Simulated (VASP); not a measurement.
Os:

```
Os
1.0
     2.73410    0.00000    0.00000
    -1.36705    2.36780    0.00000
     0.00000    0.00000    4.31970
Os
2
Cartesian
  1.3671 0.7893 3.2398
  0.0000 1.5785 1.0799
```

```yaml
Program: VASP 6.6.1
Task: relaxation of cell and atoms
Functional: optPBE-vdW
Potentials_or_basis: VASP PAW PBE potentials, release 64 (Os)
Cutoff: 600 eV
k_mesh: 11 × 11 × 6
Occupations: fermi-dirac, width 0.05 eV
Spin: no spin polarisation
```

At the start: pressure 14.6 GPa; volume 13.98 Å³/atom.

Question: Where does the relaxation end?

Answer: Over 9 steps the energy falls by 21.6 meV/atom and the volume is 14.47 Å³/atom (+3.5 %); space group P6_3/mmc (No. 194, to 0.05 Å).

Step by step:
| step | energy change (eV) | largest force (eV/Å) | pressure (GPa) | volume (Å³) |
| --- | --- | --- | --- | --- |
| 1 | 0.0000 | 0.0000 | 14.62 | 27.96 |
| 2 | 0.5983 | 0.0000 | -39.27 | 33.45 |
| 3 | -0.0429 | 0.0000 | -0.93 | 29.01 |
| 4 | -0.0431 | 0.0000 | -0.05 | 28.95 |
| 5 | -0.0431 | 0.0000 | 0.23 | 28.93 |
| 6 | -0.0431 | 0.0000 | 0.21 | 28.93 |
| 7 | -0.0431 | 0.0000 | 0.23 | 28.93 |
| 8 | -0.0430 | 0.0000 | -0.65 | 29.00 |
| 9 | -0.0432 | 0.0000 | 0.02 | 28.94 |

Final structure:
```
Os
1.0
     2.76653    0.00000    0.00000
    -1.38326    2.39588    0.00000
     0.00000    0.00000    4.36684
Os
2
Cartesian
  1.3833 0.7986 3.2751
  0.0000 1.5973 1.0917
```

Caveat: the PAW data sets were made with another functional, which shifts forces and pressure a little.
